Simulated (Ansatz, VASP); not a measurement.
Rb: VASP beside Ansatz

```
Rb
1.0
    -2.80600    2.80600    2.80600
     2.80600   -2.80600    2.80600
     2.80600    2.80600   -2.80600
Rb
1
Direct
  0.00000 0.00000 0.00000
```

Alike in both runs: task electric field gradients; functional PBE; k mesh 8 × 8 × 8; occupations fermi-dirac, width 0.05 eV; no spin polarisation.

```csv
,VASP,Ansatz
version,VASP 6.6.1,Ansatz 0.2.0
potentials or method,"VASP PAW PBE potentials, release 64 (Rb_sv)","PAW with Ansatz's default frozen-core files, scalar-relativistic"
plane-wave cutoff (eV),520,420
valence electrons in the cell,9,9
```

```tsv
	VASP	Ansatz	Ansatz less VASP
pressure (GPa)	0.1	0.1	0.00
Vzz of the field gradient on the site that differs most (V/Å²)	0.0	0.0	0.00
```

With one functional, cell and mesh, what is left measures potentials, basis and numerics. Ansatz warned: «gradients_without_spin_orbit».
